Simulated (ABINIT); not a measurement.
# Sn (Fd-3m) in ABINIT: a series of runs

The runs below take Sn through single point, with PBE.

Program: ABINIT 10.8.3 (patched build). These are calculated values, not measurements. Logs are shortened: lines on timing, memory, paths and dates and some standing lists are left out, and cuts for length are marked. The log counts tension as positive stress, the text compression.

## 1. The structure

The structure is cubic, space group Fd-3m (No. 227). Conventional cell: a = 6.467 Å, b = 6.467 Å, c = 6.467 Å, α = 90.00°, β = 90.00°, γ = 90.00°. Sn (site symmetry -43m) is surrounded by 4 Sn at 2.80 Å.

This isn't the form of Sn at room conditions, which is tetragonal (white tin).

## 2. Single point, PBE

run.abi reads:

```
# Pseudopotentials
pp_dirpath "./"
pseudos "Sn.GGA_PBE-JTH.xml"

# Structure
acell 8.64103205 8.64103205 8.64103205
rprim
     0.0000000000     0.7071067812     0.7071067812
     0.7071067812     0.0000000000     0.7071067812
     0.7071067812     0.7071067812     0.0000000000
ntypat 1
znucl 50
natom 2
typat 1 1
xred
     0.7500000000     0.7500000000     0.7500000000
     0.5000000000     0.5000000000     0.5000000000

# Plane-wave basis
ecut 22.0
pawecutdg 44.0
pawxcdev 0

# k points
kptopt 1
ngkpt 7 7 7
nshiftk 1
shiftk 0.0 0.0 0.0

# Exchange and correlation
ixc 11

# Bands and occupations
nband 18
occopt 3
tsmear 0.00367493

# SCF cycle
nstep 100
tolvrs 1.0e-9

# Output
iomode 3
prtwf 0
prtden 0
prteig 0
prtebands 0
enunit 1
```

Potentials or basis: JTH PAW PBE v2.0.

Started as:

```
> abinit run.abi > log 2>&1
```

run.abo:

```text
.Version 10.8.3 of ABINIT
 Symmetries : space group Fd -3 m (#227); Bravais cF (face-center cubic)
================================================================================
 Values of the parameters that define the memory need of the present run
     intxc =       0    ionmov =       0      iscf =      17    lmnmax =      18
     lnmax =       6     mgfft =      40  mpssoang =       3    mqgrid =    3001
     natom =       2  nloc_mem =       2    nspden =       1   nspinor =       1
    nsppol =       1      nsym =      48    n1xccc =       1    ntypat =       1
    occopt =       3   xclevel =       2
       mpw =        2259          nfft =       64000          nkpt =          20
 PAW method is used; the additional fine FFT grid is defined by:
   mgfftf=        54    nfftf =    157464
================================================================================
================================================================================

--------------------------------------------------------------------------------
------------- Echo of variables that govern the present computation ------------
--------------------------------------------------------------------------------
 -outvars: echo values of preprocessed input variables --------
            acell      8.6410320500E+00  8.6410320500E+00  8.6410320500E+00 Bohr
              amu      1.18710000E+02
             ecut      2.20000000E+01 Hartree
           enunit           1
              ixc          11
         kptrlatt        7    0    0      0    7    0      0    0    7
          kptrlen      6.04872244E+01
            natom           2
            nband          18
            ngfft          40      40      40
          ngfftdg          54      54      54
             nkpt          20
            nstep         100
             nsym          48
           ntypat           1
           occopt           3
        pawecutdg      4.40000000E+01 Hartree
         pawxcdev           0
           prtden           0
        prtebands           0
           prteig           0
            prtwf           0
            rprim      0.0000000000E+00  7.0710678120E-01  7.0710678120E-01
                       7.0710678120E-01  0.0000000000E+00  7.0710678120E-01
                       7.0710678120E-01  7.0710678120E-01  0.0000000000E+00
          spgroup         227
           tolvrs      1.00000000E-09
           tsmear      3.67493000E-03 Hartree
            typat      1  1
           useylm           1
           xangst      4.8500141968E+00  4.8500141968E+00  4.8500141968E+00
                       3.2333427979E+00  3.2333427979E+00  3.2333427979E+00
            xcart      9.1651985387E+00  9.1651985387E+00  9.1651985387E+00
                       6.1101323591E+00  6.1101323591E+00  6.1101323591E+00
             xred      7.5000000000E-01  7.5000000000E-01  7.5000000000E-01
                       5.0000000000E-01  5.0000000000E-01  5.0000000000E-01
            znucl       50.00000

================================================================================

 chkinp: Checking input parameters for consistency.

================================================================================
== DATASET  1 ==================================================================

--- !DatasetInfo
iteration_state: {dtset: 1, }
dimensions: {natom: 2, nkpt: 20, mband: 18, nsppol: 1, nspinor: 1, nspden: 1, mpw: 2259, }
cutoff_energies: {ecut:  22.0, pawecutdg:  44.0, }
electrons: {nelect:   2.80000000E+01, charge:   0.00000000E+00, occopt:   3.00000000E+00, tsmear:   3.67493000E-03, }
meta: {optdriver: 0, ionmov: 0, optcell: 0, iscf: 17, paral_kgb: 0, }
...

 Exchange-correlation functional for the present dataset will be:
  GGA: Perdew-Burke-Ernzerhof functional - ixc=11
  J.P.Perdew, K.Burke, M.Ernzerhof, PRL 77, 3865 (1996)

 Real(R)+Recip(G) space primitive vectors, cartesian coordinates (Bohr,Bohr^-1):
 R(1)=  0.0000000  6.1101324  6.1101324  G(1)= -0.0818313  0.0818313  0.0818313
 R(2)=  6.1101324  0.0000000  6.1101324  G(2)=  0.0818313 -0.0818313  0.0818313
 R(3)=  6.1101324  6.1101324  0.0000000  G(3)=  0.0818313  0.0818313 -0.0818313
 Unit cell volume ucvol=  4.5622791E+02 bohr^3
 Angles (23,13,12)=  6.00000000E+01  6.00000000E+01  6.00000000E+01 degrees

 Coarse grid specifications (used for wave-functions):

 getcut: wavevector=  0.0000  0.0000  0.0000  ngfft=  40  40  40
         ecut(hartree)=     22.000   => boxcut(ratio)=   2.19239

 Fine grid specifications (used for densities):

 getcut: wavevector=  0.0000  0.0000  0.0000  ngfft=  54  54  54
         ecut(hartree)=     44.000   => boxcut(ratio)=   2.09356

--- Pseudopotential description ------------------------------------------------
- pspini: atom type   1  psp file is ./Sn.GGA_PBE-JTH.xml
 Pseudopotential format is: paw10
 basis_size (lnmax)=  6 (lmn_size= 18), orbitals=   0   0   1   1   2   2
 Spheres core radius: rc_sph= 2.51086398
 Shapefunction is BESSEL type: shapef(r,l)=aa(1,l)*jl(q(1,l)*r)+aa(2,l)*jl(q(2,l)*r)
 Radius for shape functions =  1.40702157
 Compensation charge density is not taken into account in XC energy/potential

   1.44039359E+03                                ecore*ucvol(ha*bohr**3)
--------------------------------------------------------------------------------

[... 7 lines left out ...]

     iter   Etot(hartree)      deltaE(h)  residm     nres2
 ETOT  1  -139.35369681535    -1.394E+02 1.015E-01 2.102E+00
 ETOT  2  -139.42598014482    -7.228E-02 1.851E-02 5.993E-01
 ETOT  3  -139.42538845592     5.917E-04 9.623E-04 1.196E-01
 ETOT  4  -139.42526182137     1.266E-04 6.522E-04 8.033E-03
 ETOT  5  -139.42532474046    -6.292E-05 1.109E-04 8.570E-04
 ETOT  6  -139.42534188343    -1.714E-05 3.973E-05 4.866E-05
 ETOT  7  -139.42534241424    -5.308E-07 9.860E-06 8.385E-07
 ETOT  8  -139.42534244550    -3.126E-08 3.389E-06 3.801E-08
 ETOT  9  -139.42534244679    -1.282E-09 8.212E-07 2.977E-09
 ETOT 10  -139.42534244684    -5.744E-11 2.985E-07 5.504E-11

 At SCF step   10       nres2   =  5.50E-11 < tolvrs=  1.00E-09 =>converged.

 Cartesian components of stress tensor (hartree/bohr^3)
  sigma(1 1)= -1.32158800E-04  sigma(3 2)=  0.00000000E+00
  sigma(2 2)= -1.32158800E-04  sigma(3 1)=  0.00000000E+00
  sigma(3 3)= -1.32158800E-04  sigma(2 1)=  0.00000000E+00

--- !ResultsGS
iteration_state: {dtset: 1, }
comment   : Summary of ground state results
lattice_vectors:
- [  0.0000000,   6.1101324,   6.1101324, ]
- [  6.1101324,   0.0000000,   6.1101324, ]
- [  6.1101324,   6.1101324,   0.0000000, ]
lattice_lengths: [   8.64103,    8.64103,    8.64103, ]
lattice_angles: [ 60.000,  60.000,  60.000, ] # degrees, (23, 13, 12)
lattice_volume:   4.5622791E+02
convergence: {deltae: -5.744E-11, res2:  5.504E-11, residm:  2.985E-07, diffor: null, }
etotal    :  -1.39425342E+02
entropy   :   0.00000000E+00
fermie    :   1.64275971E-01
cartesian_stress_tensor: # hartree/bohr^3
- [ -1.32158800E-04,   0.00000000E+00,   0.00000000E+00, ]
- [  0.00000000E+00,  -1.32158800E-04,   0.00000000E+00, ]
- [  0.00000000E+00,   0.00000000E+00,  -1.32158800E-04, ]
pressure_GPa:   3.8882E+00
xred      :
- [  7.5000E-01,   7.5000E-01,   7.5000E-01, Sn]
- [  5.0000E-01,   5.0000E-01,   5.0000E-01, Sn]
cartesian_forces: # hartree/bohr
- [  1.76274101E-27,  -3.52548202E-28,  -1.05764461E-27, ]
- [ -1.76274101E-27,   3.52548202E-28,   1.05764461E-27, ]
force_length_stats: {min:   2.08570329E-27, max:   2.08570329E-27, mean:   2.08570329E-27, }
...

 Integrated electronic density in atomic spheres:
 ------------------------------------------------
 Atom  Sphere_radius  Integrated_density
    1        2.51086         12.01999127
    2        2.51086         12.01405550

================================================================================

 ----iterations are completed or convergence reached----

 Mean square residual over all n,k,spin=   14.432E-10; max=  29.851E-08
 reduced coordinates (array xred) for    2 atoms
       0.750000000000      0.750000000000      0.750000000000
       0.500000000000      0.500000000000      0.500000000000
 rms dE/dt=  7.9634E-27; max dE/dt=  1.2925E-26; dE/dt below (all hartree)
    1       0.000000000000     -0.000000000000     -0.000000000000
    2      -0.000000000000      0.000000000000      0.000000000000

 cartesian coordinates (angstrom) at end:
    1      4.85001419678185     4.85001419678185     4.85001419678185
    2      3.23334279785457     3.23334279785457     3.23334279785457

 cartesian forces (hartree/bohr) at end:
    1      0.00000000000000    -0.00000000000000    -0.00000000000000
    2     -0.00000000000000     0.00000000000000     0.00000000000000
 frms,max,avg= 1.2041814E-27 1.7627410E-27   0.000E+00  0.000E+00  0.000E+00 h/b

 cartesian forces (eV/Angstrom) at end:
    1      0.00000000000000    -0.00000000000000    -0.00000000000000
    2     -0.00000000000000     0.00000000000000     0.00000000000000
 frms,max,avg= 6.1921495E-26 9.0643787E-26   0.000E+00  0.000E+00  0.000E+00 e/A
 length scales=  8.641032050000  8.641032050000  8.641032050000 bohr
              =  4.572637236440  4.572637236440  4.572637236440 angstroms
 Fermi (or HOMO) energy (eV) =   4.47018   Average Vxc (eV)=  -8.84684
 Eigenvalues (   eV  ) for nkpt=  20  k points:
 kpt#   1, nband= 18, wtk=  0.00292, kpt=  0.0000  0.0000  0.0000 (reduced coord)
 -17.21425  -17.21425  -17.21425  -17.15574  -17.15574  -16.83586  -16.83586  -16.83586
 -16.82821  -16.82821   -6.18628    3.91949    4.58654    4.58654    4.58654    6.65977
   6.65977    6.65977
 prteigrs : prtvol=0 or 1, do not print more k-points.

--- !EnergyTerms
iteration_state     : {dtset: 1, }
comment             : Components of total free energy in Hartree
kinetic             :  2.34527403342049E+01
hartree             :  5.81646498621382E+01
xc                  : -1.37395225274885E+01
Ewald energy        : -8.63984898032222E+01
psp_core            :  3.15717990173669E+00
local_psp           : -1.55430248272394E+02
PAW spherical_terms :  3.13686646797359E+01
internal            : -1.39425025825289E+02
'-kT*entropy'       : -3.15443922080658E-04
total_energy        : -1.39425341269211E+02
total_energy_eV     : -3.79395681375421E+03
...

--- !EnergyTermsDC
iteration_state     : {dtset: 1, }
comment             : '"Double-counting" decomposition of free energy'
band_energy         : -1.25674994253118E+01
Ewald energy        : -8.63984898032222E+01
psp_core            :  3.15717990173669E+00
xc_dc               : -6.27813081730042E+01
PAW spherical_terms :  1.91650904968795E+01
internal            : -1.39425027002922E+02
'-kT*entropy'       : -3.15443922080658E-04
total_energy_dc     : -1.39425342446844E+02
total_energy_dc_eV  : -3.79395684579925E+03
...

--- !EnergyTermsWithPAWCore
iteration_state     : {dtset: 1, }
comment             : 'Components of total free energy, including PAW core contributions'
Total energy        : -1.23546748753224E+04
Total energy DC     : -1.23546748765001E+04
Total energy (eV)   : -3.36187829975916E+05
Total energy DC (eV): -3.36187830007961E+05
...

 Cartesian components of stress tensor (hartree/bohr^3)
  sigma(1 1)= -1.32158800E-04  sigma(3 2)=  0.00000000E+00
  sigma(2 2)= -1.32158800E-04  sigma(3 1)=  0.00000000E+00
  sigma(3 3)= -1.32158800E-04  sigma(2 1)=  0.00000000E+00

-Cartesian components of stress tensor (GPa)         [Pressure=  3.8882E+00 GPa]
- sigma(1 1)= -3.88824613E+00  sigma(3 2)=  0.00000000E+00
- sigma(2 2)= -3.88824613E+00  sigma(3 1)=  0.00000000E+00
- sigma(3 3)= -3.88824613E+00  sigma(2 1)=  0.00000000E+00

== END DATASET(S) ==============================================================
================================================================================

 -outvars: echo values of variables after computation  --------
            acell      8.6410320500E+00  8.6410320500E+00  8.6410320500E+00 Bohr
           etotal     -1.3942534245E+02
            fcart      1.7627410111E-27 -3.5254820222E-28 -1.0576446067E-27
                      -1.7627410111E-27  3.5254820222E-28  1.0576446067E-27
            rprim      0.0000000000E+00  7.0710678120E-01  7.0710678120E-01
                       7.0710678120E-01  0.0000000000E+00  7.0710678120E-01
                       7.0710678120E-01  7.0710678120E-01  0.0000000000E+00
           strten     -1.3215879987E-04 -1.3215879987E-04 -1.3215879987E-04
                       0.0000000000E+00  0.0000000000E+00  0.0000000000E+00
           xangst      4.8500141968E+00  4.8500141968E+00  4.8500141968E+00
                       3.2333427979E+00  3.2333427979E+00  3.2333427979E+00
             xred      7.5000000000E-01  7.5000000000E-01  7.5000000000E-01
                       5.0000000000E-01  5.0000000000E-01  5.0000000000E-01
 Calculation completed.
```

It took 32 s on 1 thread of Arm Neoverse V1, shared host; peak memory 0.14 GiB.

Results:

```
Free energy                                           : -3793.9568 eV
Pressure                                              : 3.9 GPa
Band gap on the k mesh                                : none (metal or under the smearing width)
Valence electrons inside the program's atomic spheres : Sn 12.02, 12.01 (radii [1.3287] Å)
```

Levels at points of the mesh, in eV from the Fermi level:
```csv
k point,band 11,band 12,band 13,band 14,band 15,band 16,band 17,band 18
"(0.00, 0.00, 0.00)",-10.66,-0.55,0.12,0.12,0.12,2.19,2.19,2.19
```

## 3. Single point, PBE

Edit run.abi of step 2 so:

```diff
@@ -34,3 +34,3 @@
 nband 18
-occopt 3
+occopt 7
 tsmear 0.00367493
```

Potentials or basis: JTH PAW PBE v2.0.

Started as:

```
> abinit run.abi > log 2>&1
```

Run time: 31 s. Hardware: 1 thread of Arm Neoverse V1, shared host; peak memory 0.14 GiB.

The run converged. Its results:

- Free energy: -3793.9535 eV
- Pressure: 3.8 GPa
- Band gap on the k mesh: none (metal or under the smearing width)
- Valence electrons inside the program's atomic spheres: Sn 12.02, 12.01 (radii [1.3287] Å)

Levels at points of the mesh, in eV from the Fermi level:
```csv
k point,band 11,band 12,band 13,band 14,band 15,band 16,band 17,band 18
"(0.00, 0.00, 0.00)",-10.67,-0.57,0.10,0.10,0.10,2.17,2.17,2.17
```

## 4. Single point, PBE

Edit run.abi of step 3 so:

```diff
@@ -34,3 +34,3 @@
 nband 18
-occopt 7
+occopt 4
 tsmear 0.00367493
```

Started as:

```
> abinit run.abi > log 2>&1
```

Run time: 31 s. Hardware: 1 thread of Arm Neoverse V1, shared host; peak memory 0.14 GiB.

Results (log left out):

```
Free energy                                           : -3793.9530 eV
Pressure                                              : 3.8 GPa
Band gap on the k mesh                                : none (metal or under the smearing width)
Valence electrons inside the program's atomic spheres : Sn 12.02, 12.01 (radii [1.3287] Å)
```

Levels at points of the mesh, in eV from the Fermi level:
```csv
k point,band 12,band 13,band 14,band 15,band 16,band 17
"(0.00, 0.00, 0.00)",-0.60,0.07,0.07,0.07,2.14,2.14
```

## 5. The runs side by side

```csv
smearing,gap on the mesh (eV),pressure (GPa)
fermi-dirac 0.1 eV,none,3.9
gaussian 0.1 eV,none,3.8
cold (ABINIT) 0.1 eV,none,3.8
```

Alike in all rows: task single point; level PBE; potentials or basis JTH PAW PBE v2.0; no spin polarisation; cell as given; k mesh 7 × 7 × 7; cutoff (eV) 599.

Every run on the cell as given and a fine mesh finds a metal.

Absolute energies hang on the potentials; compare differences alone.
